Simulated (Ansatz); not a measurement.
# Ge (Cmmm) in Ansatz: reference runs

Aim: a first look at Ge with PBEsol, on the cell as given and on a disturbed one.

Program: Ansatz 0.2.0. These are calculated values, not measurements. Logs are shortened: lines on timing, memory, paths and dates and some standing lists are left out, and cuts for length are marked.

## Step 1: The crystal as given

It takes space group Cmmm (No. 65, orthorhombic). Conventional cell: a = 2.794 Å, b = 5.201 Å, c = 2.698 Å, α = 90.00°, β = 90.00°, γ = 90.00°. Ge (site symmetry mmm) is surrounded by 8 Ge at 2.70 to 2.95 Å.

This isn't the form of Ge at room conditions, which is diamond.

## Step 2: Single point, PBEsol

input.yaml reads:

```yaml
crystal:
  lattice:
    - [1.397149, -2.600516, 0.0]
    - [1.397149, 2.600516, 0.0]
    - [0.0, 0.0, 2.698231]
  atoms:
    - { symbol: Ge, position: [0.5, 0.5, 0.0] }
kpoints:
  mp_grid: { grid: [11, 11, 10] }
scf:
  occupations: { method: fermi_dirac, width: 0.05 }
hamiltonian:
  xc: pbesol
  pseudopotentials: { kind: all_electron, lapw: { basis_error: 0.001 } }
output:
  forces: true
  stress: true
  eigenvalues: true
  populations: true
```

Potentials or basis: all-electron LAPW, scalar-relativistic.

Run with:

```sh
$ ansatz run input.yaml --threads 1 --pin off --max-ram 3072MiB --backend cpu --events-out ev --progress --plain --runs-dir out
```

Standard output:

```text
Warning: RAYON_NUM_THREADS=1 ignored (pool sized by the plan → 1); use --threads N
Ge: projections on atomic orbitals take those of the free atom 1s2 2s2 2p6 3s2 3p6 3d10 4s2 4p2, of charge +0.00 (hamiltonian.pseudopotentials.projection_atoms)
LAPW: plane waves up to 8.054 Å⁻¹, error target 1.0e-3 eV per atom; small_component_spin mean_spin; Ge in spheres of 1.349 Å, 22 of its electrons in bands, Dirac shells [] (how accurate: hamiltonian.pseudopotentials.lapw.basis_error, Limitations)
Engine: ansatz 0.2.0, x86_64-unknown-linux-gnu
Pseudopotentials: kind: all_electron
Pseudopotential: Ge, LAPW, valence charge 22, lapw/all_electron/scalar/gaussian/Ge, Koelling and Harmon's equation, gaussian nucleus
Functional definition: PBEsol
  exchange = pbesol_x
  correlation = pbesol_c
Crystal: 1 atoms, lattice volume = 19.607 Å³
Basis set: ecut = 247.12369332563185 eV, 171 PW (Γ), FFT grids on a1+a2, a2, a3, exchange–correlation at level 2
Bands: 15, of which v1, the nominal top of the filled ones, is band 11 counted from 1 (10 counted from 0)
Symmetry: 8 space group operations
Space group: Cmmm (ITA 65), of the structure as read, at distance tolerance 2.7e-5 Å
k-points: 216 of 1210
Non-local potential: Ge, projectors of the file, none
Initial density: superposition of atomic densities (chi_scale 0.1, normalization cell)
Initial wavefunctions: plane waves of lowest kinetic energy (no species holds an atomic orbital)
Functional: x = pbesol(κ = 0.804, μ = 0.12345679012345678), c = pbesol(β = 0.046)
iter 1 solved again at ethr=7.38e-5 eV; its pass at ethr=1.00e-1 eV (dr2=1.62e-2 eV) is discarded
SCF iter   1: F=—  HF=-57074.651046 eV  |F-HF|=—  |Δ(HF+E_count)|=         —  Δρ=1.17e-2  dr2=1.63e-2  ethr=7.38e-5  ⟨swp⟩=3.0  Hψ=22025  notcnv=0
preconditioner: auto → none  [metal: Δε(μ)=0.043 eV  Ē_g=26.598 eV  σ=0.050 eV  W_gap=0.20  n_scr=8 (ndim 8)  ℏωp=31.4 eV  f_vac=0.000  D(μ)=0.48/eV (n_scr^D=0)  sad-step TF]
SCF iter   2: F=—  HF=-57074.638578 eV  |F-HF|=—  |Δ(HF+E_count)|=   1.25e-2  Δρ=7.49e-3  dr2=7.70e-3  ethr=7.38e-5  ⟨swp⟩=2.0  Hψ=9453  notcnv=0
SCF iter   3: F=—  HF=-57074.637122 eV  |F-HF|=—  |Δ(HF+E_count)|=   1.46e-3  Δρ=2.74e-3  dr2=9.39e-4  ethr=3.50e-5  ⟨swp⟩=2.0  Hψ=9357  notcnv=0
iter 4 solved again at ethr=1.58e-7 eV; its pass at ethr=4.27e-6 eV (dr2=3.48e-5 eV) is discarded
SCF iter   4: F=—  HF=-57074.636823 eV  |F-HF|=—  |Δ(HF+E_count)|=   2.99e-4  Δρ=4.87e-4  dr2=3.48e-5  ethr=1.58e-7  ⟨swp⟩=2.0  Hψ=15802  notcnv=0
SCF iter   5: F=-57074.636826 eV  HF=-57074.636826 eV  |F-HF|=5.34e-8  |Δ(HF+E_count)|=   2.84e-6  Δρ=2.69e-5  dr2=9.74e-8  ethr=1.58e-7  ⟨swp⟩=2.0  Hψ=9282  notcnv=0
SCF 1 converged in 5 iterations: F = -57074.636826 eV  dr2 = 9.74e-8
SCF converged after 5 iterations
Free energy (F): -57074.636826 eV
Harris-Foulkes:  -57074.636826 eV  (|F-HF|=5.34e-8)
Internal energy: -57074.632858 eV  (E = F + TS)
E sigma→0 (E₀):  -57074.634842 eV
Entropy (-TS):   -0.003969 eV (-3.969 meV/atom)
Fermi energy:    11.814972 eV
--- Per-component energies (eV) ---
  E_band       = -996.382177
  E_kinetic    = 58264.049505
  E_xc         = -2127.484078
  E_electrostatic = -113211.198285  (all electrons and nuclei)
  E_smearing   = -0.003969  (= −TS)
  E_closure    = 0.000000  (closes the sum)
  E_atoms      = -57069.919019  (free atoms, spherical and without spin; not in F)
  Σ components = -57074.636826   (vs F -57074.636826, Δ=0.00e0)
  Basis errors (estimates in eV, not in F): energy 3.3e-4 per atom: plane waves 3.0e-4 (1.7e-4 summed), levels above the bands 1.4e-111, relativity 5.2e-9, radial functions 3.3e-5, core shells 8.4e-11; eigenvalues (radial functions only) 2.9e-5; not estimated: angular momenta, meshes, grids; target (lapw.basis_error) 1.0e-3; muffin-tin radii Ge 1.349 Å
--- Forces (eV/Å), atoms counted from 1 ---
  atom   1  Ge     0.00000000     0.00000000     0.00000000
  max |Σ_I F_I| component: 9.86e-32 eV/Å
--- Stress (GPa, compression-positive) ---
       -2.649788       0.000000       0.000000
        0.000000      -5.791341       0.000000
        0.000000       0.000000      -3.643193
  P = ⅓ Tr σ = -4.0281 GPa (-40.281 kbar)
--- Band table (eV; the first three rows and the last of 216) ---
  k-point 0: bands = ["-151.4579", "-98.7888", "-98.7720", "-98.7360", "-12.8597", "-12.8032", "-12.7526", "-12.6488", "-12.6292", "-1.0194", "18.5033", "18.9768", "20.4840", "21.9651", "24.2610"]
  k-point 1: bands = ["-151.4579", "-98.7888", "-98.7720", "-98.7364", "-12.8410", "-12.8019", "-12.7517", "-12.6553", "-12.6355", "-0.8219", "16.1084", "19.1650", "20.6727", "23.8430", "24.9710"]
  k-point 2: bands = ["-151.4578", "-98.7887", "-98.7720", "-98.7373", "-12.8030", "-12.7875", "-12.7495", "-12.6724", "-12.6519", "-0.2330", "12.8299", "19.7072", "21.2162", "24.6731", "26.5501"]
  k-point 215: bands = ["-151.4576", "-98.7899", "-98.7721", "-98.7397", "-12.8141", "-12.7797", "-12.7058", "-12.6628", "-12.5791", "6.8903", "9.4681", "9.8895", "15.2928", "19.9839", "25.2363"]
--- Löwdin populations: 1 site ---
  site symbol       q [e]
     0     Ge     31.9744
  spilling = 0.000799 (of n_electrons = 32.000000)
```

populations.tsv:

```text
# site	symbol	l	j	q
# orbitals = lowdin
# n_electrons = 32.000000
# spilling = 0.000799
# projection_atom_Ge: 1s2 2s2 2p6 3s2 3p6 3d10 4s2 4p2
0	Ge	0_1S	-	1.999994
0	Ge	0_2S	-	1.999708
0	Ge	0_3S	-	1.993539
0	Ge	0_4S	-	1.577363
0	Ge	1_2P	-	5.999993
0	Ge	1_3P	-	5.998029
0	Ge	1_4P	-	2.408606
0	Ge	2_3D	-	9.997196
```

Wall time 7.3 s (1 thread of Intel Xeon 6975P-C (Granite Rapids), shared host); peak memory 0.37 GiB.

What came out:

- Free energy: -57074.6368 eV
- Pressure: -4.0 GPa
- Band gap on the k mesh: none (metal or under the smearing width)

## Step 3: Single point, PBEsol (cell strained at random at fixed volume)

input.yaml: that of step 2 with these lines changed.

```diff
@@ -2,7 +2,7 @@
   lattice:
-    - [1.397149, -2.600516, 0.0]
-    - [1.397149, 2.600516, 0.0]
-    - [0.0, 0.0, 2.698231]
+    - [1.367023, -2.632548, 0.013326]
+    - [1.360071, 2.628813, 0.007758]
+    - [0.020359, -0.002888, 2.733188]
   atoms:
-    - { symbol: Ge, position: [0.5, 0.5, 0.0] }
+    - { symbol: Ge, position: [0.517612, 0.514835, -0.007028] }
 kpoints:
```

Potentials or basis: all-electron LAPW, scalar-relativistic.

Run with:

```sh
$ ansatz run input.yaml --threads 1 --pin off --max-ram 3072MiB --backend cpu --events-out ev --progress --plain --runs-dir out
```

Run time: 20 s. Hardware: 1 thread of Intel Xeon 6975P-C (Granite Rapids), shared host; peak memory 0.6 GiB.

Results (log left out):

```
Free energy            : -57074.6244 eV
Pressure               : -3.6 GPa
Band gap on the k mesh : none (metal or under the smearing width)
```

Stress tensor (GPa, compression positive):
```
 0.33 -0.09 -0.31
-0.09 -4.78  0.07
-0.31  0.07 -6.41
```

Levels at points of the mesh, in eV from the Fermi level:
| k point | band 7 | band 8 | band 9 | band 10 | band 11 | band 12 | band 13 | band 14 | band 15 |
| --- | --- | --- | --- | --- | --- | --- | --- | --- | --- |
| (0.00, 0.00, 0.00) | -24.56 | -24.48 | -24.45 | -12.86 | 6.18 | 6.92 | 9.38 | 9.79 | 11.91 |
| (0.00, 0.00, -0.50) | -24.54 | -24.51 | -24.50 | -9.29 | -5.68 | 9.58 | 12.03 | 15.32 | 16.08 |
